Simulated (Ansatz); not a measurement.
## ZrO2: stiffness from a series of strains

```xyz
6
Lattice="3.5961 0.0000 0.0000 0.0000 3.5961 0.0000 0.0000 0.0000 5.1770" Properties=species:S:1:pos:R:3 pbc="T T T"
Zr    0.0000    0.0000    0.0000
Zr    1.7980    1.7980    2.5885
O     0.0000    1.7980    1.0509
O     0.0000    1.7980    3.6394
O     1.7980    0.0000    1.5376
O     1.7980    0.0000    4.1261
```

Atoms are numbered in the order listed.

The geometry is COD entry 2300612, unchecked; take it as a test cell.

Level of theory: Ansatz 0.2.0, DFT, PBE, all-electron LAPW, scalar-relativistic.

Numerical set-up: a Γ-centred 6×6×4 k mesh, Fermi–Dirac smearing of 0.01 eV, basis error target 0.5 meV/atom, no spin polarisation.

The strain is applied along the Cartesian axes of the cell as listed (the other components stay zero). Fractional coordinates are held (clamped ions).

σ is the change of stress from the unstrained cell, which is at 5.24 GPa; tension is positive, so slopes are stress–strain coefficients at that pressure.

Only quantities that a quadratic follows smoothly over the whole series are listed; rougher ones are left out.

```csv
εxx = εyy,σzz (GPa),σxx (GPa)
-0.0300,-9.36,-22.27
-0.0100,-2.73,-6.80
0.0000,0.00,0.00
0.0100,2.39,6.24
0.0200,4.48,11.95
0.0300,6.29,17.18
```

Question: Fit the series and read off the stiffness at zero strain.

Answer: Least-squares fits y = p0 + p1 x + p2 x² to the rows give σzz (GPa): p1 = 260, p2 = -1700; σxx (GPa): p1 = 657, p2 = -2800. So C13 + C23 = 260 GPa and C11 + C12 = 657 GPa, for these axes.

Question: One run, at εxx = εyy = -0.0200, is withheld. Predict its row.

Answer: The fits give -5.89, -14.27; the run gave -5.84, -14.21.
